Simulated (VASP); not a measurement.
A run of VASP 6.6.1 is set up as follows.

INCAR

```
SYSTEM = GaAs
  PREC = Accurate
  ENCUT = 520
  EDIFF = 1E-7
  ISMEAR = 0
  SIGMA = 1.0
  LREAL = .False.
  LASPH = .True.
  NELM = 60
  ALGO = Normal
  ISIF = 2
  LWAVE = .False.
  LCHARG = .False.
  GGA = PE
  NBANDS = 16
```

File KPOINTS:

```
Automatic mesh
0
Gamma
  10 10 10
  0 0 0
```

Contents of POSCAR:

```
GaAs                                    
1.0
    0.0000000000      2.9655794213      2.9655794213
    2.9655794213      0.0000000000      2.9655794213
    2.9655794213      2.9655794213      0.0000000000
  Ga              As            
     1     1
Direct
     0.0000000000000000    0.0000000000000000    0.0000000000000000
     0.2500000000000000    0.2500000000000000    0.2500000000000000
```

Potentials or basis: VASP PAW PBE potentials, release 64 (Ga_d, As).

Launch:

```sh
$ cat potpaw_PBE.64/Ga_d/POTCAR potpaw_PBE.64/As/POTCAR > POTCAR
$ mpirun -np 1 vasp_std > vasp.out
```

**Question.** Estimate the band gap on the k mesh.

**Answer.** None (metal or under the smearing width).

**Question.** Estimate the pressure.

**Answer.** -3.9 GPa.
